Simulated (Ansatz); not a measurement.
# Ta (Ta, hcp): the cost of one run

Method: DFT PBE, plane waves (420 eV) with PAW, scalar-relativistic, in Ansatz 0.2.0.

## Step 1: The starting structure

The structure is hexagonal, space group P6_3/mmc (No. 194). The conventional cell has a = 2.945 Å, b = 2.945 Å, c = 4.809 Å, α = 90.00°, β = 90.00°, γ = 120.00°. Ta (site symmetry -6m2) is surrounded by 12 Ta at 2.95 Å.

Structure file:

```cif
data_structure
_symmetry_space_group_name_H-M 'P6_3/mmc'
_symmetry_Int_Tables_number 194
_cell_length_a 2.9451
_cell_length_b 2.9451
_cell_length_c 4.8094
_cell_angle_alpha 90.000
_cell_angle_beta 90.000
_cell_angle_gamma 120.000
_cell_volume 36.13
loop_
_atom_site_label
_atom_site_type_symbol
_atom_site_symmetry_multiplicity
_atom_site_Wyckoff_symbol
_atom_site_fract_x
_atom_site_fract_y
_atom_site_fract_z
_atom_site_occupancy
Ta1 Ta 2 c 0.33333 0.66667 0.25000 1
```

## Step 2: Geometry optimisation

Contents of input.yaml:

```yaml
crystal:
  lattice:
    - [2.9451288715, 0.0, 0.0]
    - [-1.4725644358, 2.5505564202, 0.0]
    - [0.0, 0.0, 4.8093954472]
  atoms:
    - { symbol: Ta, position: [0.3333333333, 0.6666666667, 0.25] }
    - { symbol: Ta, position: [0.6666666667, 0.3333333333, 0.75] }
hamiltonian:
  xc: pbe
  pseudopotentials:
    kind: paw
    azcp:
      Ta: "pseudopotentials/Ta.paw.azcp"
basis:
  ecutwfc: 420
  fft_grid_basis: typed
kpoints:
  mp_grid: { grid: [12, 12, 7], shift: [0, 0, 0] }
magnetization:
  spin_polarized: false
scf:
  occupations: { method: fermi_dirac, width: 0.1 }
relax:
  max_steps: 60
  f_tol: 0.01
  cell: {}
```

Q: Estimate wall time and peak memory on 1 thread of an x86-64 CPU, shared host.

About 21 s, with a peak of 0.52 GiB.
